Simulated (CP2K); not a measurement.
Crystal: TiO2.

```
Ti O
1.0
     5.29100    0.00000    0.00000
    -2.64550    4.58214    0.00000
     0.00000    0.00000    6.13300
Ti O
3 6
Direct
  0.46446 0.98915 0.29998
  0.01771 0.45763 0.64829
  0.54710 0.55927 0.99816
  0.39862 0.31075 0.22418
  0.68466 0.07622 0.56390
  0.91504 0.60361 0.88112
  0.32561 0.42086 0.78586
  0.11687 0.72076 0.45546
  0.52993 0.86176 0.14304
```

The cell comes from a database or a generator and needn't be the stable form of this composition.

The cell isn't the ideal one: all atoms moved at random.

Base run:

| Item | Value |
| --- | --- |
| Program | CP2K 2026.2 |
| Functional | LDA |
| Potentials or basis | POTENTIAL_UZH Ti GTH-PBE-q12, O GTH-PBE-q6; DZVP-MOLOPT-PBE-GTH basis |
| Density cutoff | 11565 eV |
| k mesh | 5 × 5 × 4 |
| Occupations | fermi-dirac, width 0.05 eV |
| Spin | no spin polarisation |

Its results: band gap on the k mesh 3.14 eV, indirect (least direct gap 3.23 eV); pressure 15.6 GPa; largest force 41.663 eV/Å.

After a change of settings the same cell gave: band gap on the k mesh 3.03 eV, indirect (least direct gap 3.08 eV); pressure 6.8 GPa; largest force 37.537 eV/Å. Which change was it?
A. functional from LDA to HLE17
B. functional from LDA to rev-vdW-DF2
C. functional from LDA to PBEsol
D. functional from LDA to HLE16

A.

Caveats: the potentials were made for another functional, which shifts forces and pressure; an odd mesh through Γ misses points on the zone boundary, where band edges often lie; the basis of atomic orbitals isn't converged, which shifts pressures, moduli and gaps; the potentials were made for a functional far from this one (some runs).

Runs at the PBE level aren't shown here.
